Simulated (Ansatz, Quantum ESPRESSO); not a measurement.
This is a calculation of Ge for Quantum ESPRESSO 7.5. The given cell was strained at random by a few per cent at fixed volume. This isn't the form of Ge at room conditions, which is diamond.

Contents of pw.in:

```
&CONTROL
  calculation = 'scf'
  prefix = 'pwscf'
  outdir = './tmp'
  pseudo_dir = './pseudo'
  tprnfor = .true.
  tstress = .true.
  disk_io = 'nowf'
/
&SYSTEM
  ibrav = 0
  nat = 1
  ntyp = 1
  ecutwfc = 45
  ecutrho = 360
  nbnd = 13
  occupations = 'smearing'
  smearing = 'fd'
  degauss = 0.00367493
/
&ELECTRONS
  conv_thr = 2d-10
  electron_maxstep = 120
  mixing_beta = 0.5
/
ATOMIC_SPECIES
Ge    72.6300 ge_pbesol_v1.4.uspp.F.UPF
CELL_PARAMETERS angstrom
   1.3670230000   -2.6325480000    0.0133260000
   1.3600710000    2.6288130000    0.0077580000
   0.0203590000   -0.0028880000    2.7331880000
ATOMIC_POSITIONS crystal
Ge     0.5176120000    0.5148350000   -0.0070280000
K_POINTS automatic
11 11 10 0 0 0
```

Potentials or basis: GBRV 1.5 PBEsol.

Command:

```console
$ OMP_NUM_THREADS=1 mpirun -n 2 pw.x -nk 2 -in pw.in > pw.out
```

Problem. What does the same run look like in Ansatz 0.2.0? Potentials or basis there: Ansatz PAW, cutoff 420 eV.

Solution. As run (cutoffs and basis follow the program's own potentials, and thresholds, step limits or extra output files can differ):

File input.yaml:

```yaml
crystal:
  lattice:
    - [1.367023, -2.632548, 0.013326]
    - [1.360071, 2.628813, 0.007758]
    - [0.020359, -0.002888, 2.733188]
  atoms:
    - { symbol: Ge, position: [0.517612, 0.514835, -0.007028] }
hamiltonian:
  xc: pbesol
  pseudopotentials: { kind: paw }
kpoints:
  mp_grid: { grid: [11, 11, 10] }
scf:
  occupations: { method: fermi_dirac, width: 0.05 }
output:
  forces: true
  stress: true
  eigenvalues: true
  write_density: true
  write_potential: true
  elf: true
  volumetric_format: npy
```

Potentials or basis: Ansatz PAW.

Run with:

```bash
$ ansatz run input.yaml --threads 1 --pin off --max-ram 3584MiB --backend cpu --events-out ev --progress --plain --runs-dir out
```

Both were run:

|  | Quantum ESPRESSO | Ansatz |
| --- | --- | --- |
| Pressure | -3.9 GPa | -3.7 GPa |
| Energy over the undisturbed cell | 12.6 meV/atom | 12.7 meV/atom |

Ansatz's pressure holds a Pulay term of +0.03 GPa for its cutoff of 420 eV, which the other run lacks.

Ansatz's potentials were made for PBE.

Where Ansatz's input types no cutoff or centring, it takes its own default and a Γ-centred mesh.

Pressure is positive in compression.
